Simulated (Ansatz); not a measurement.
The calculation used DFT PBE, scalar-relativistic, plane waves, PAW in Ansatz. All cells share a 420 eV cutoff and Γ-centred k meshes spaced at most about 0.3 Å⁻¹ (about 0.25 or finer for metals, 2π included). Collinear spin in cells that started with moments and kept them past the coarse steps, no spin elsewhere.

Temperature and zero-point effects are left out. Lower structures may exist.

Question: Which of these relaxed structures of Ti3Al is the lowest in energy?
A.

```
Ti Al
1.0
     2.93001    0.00000    0.00000
    -1.46501    2.53746    0.00000
     0.00000    0.00000    9.23206
Ti Al
3 1
Direct
  0.66667 0.33333 0.00000
  0.33333 0.66667 0.75046
  0.33333 0.66667 0.24954
  0.66667 0.33333 0.50000
```

B.

```
Ti Al
1.0
     0.00000    3.23061    3.23061
     3.23061    0.00000    3.23061
     3.23061    3.23061    0.00000
Ti Al
3 1
Direct
  0.75000 0.75000 0.75000
  0.25000 0.25000 0.25000
  0.00000 0.00000 0.00000
  0.50000 0.50000 0.50000
```

C.

```
Ti Al
1.0
     5.75534    0.00000    0.00000
    -2.87767    4.98427    0.00000
     0.00000    0.00000    4.65414
Ti Al
6 2
Direct
  0.83021 0.16979 0.25000
  0.66042 0.83021 0.75000
  0.83021 0.66042 0.25000
  0.16979 0.83021 0.75000
  0.33958 0.16979 0.25000
  0.16979 0.33958 0.75000
  0.33333 0.66667 0.25000
  0.66667 0.33333 0.75000
```

D.

```
Ti Al
1.0
     4.05105    0.00000    0.00000
     0.00000    4.05105    0.00000
     0.00000    0.00000    4.05105
Ti Al
3 1
Cartesian
  0.0000 2.0255 2.0255
  2.0255 0.0000 2.0255
  2.0255 2.0255 0.0000
  0.0000 0.0000 0.0000
```

Answer: C. It has the Ni3Sn (D0_19) type, space group P6_3/mmc (No. 194); the next, D, with the Cu3Au (L1_2) type, space group Pm-3m (No. 221), lies 18 meV/atom higher. Largest moments: C no spin, D no spin, B 1.0 μB, A no spin. Counting all near atoms (those within 1.25 times the shortest distance at each site), the lowest and the next both have Ti 12, Al 12.

The magnetic state reached may not be the lowest. The P6_3/mmc cell at 16.7 Å³/atom was relaxed from a cell as deposited in COD. The Fm-3m cell at 16.9 Å³/atom was relaxed from a Materials Project cell. The P-6m2 cell at 17.2 Å³/atom was relaxed from a Materials Project cell. With atoms moved at random, P-6m2 came back. Other cells relaxed within their symmetry can be saddle points. Some candidate types were left out of the draw beforehand, so a known form may be missing.
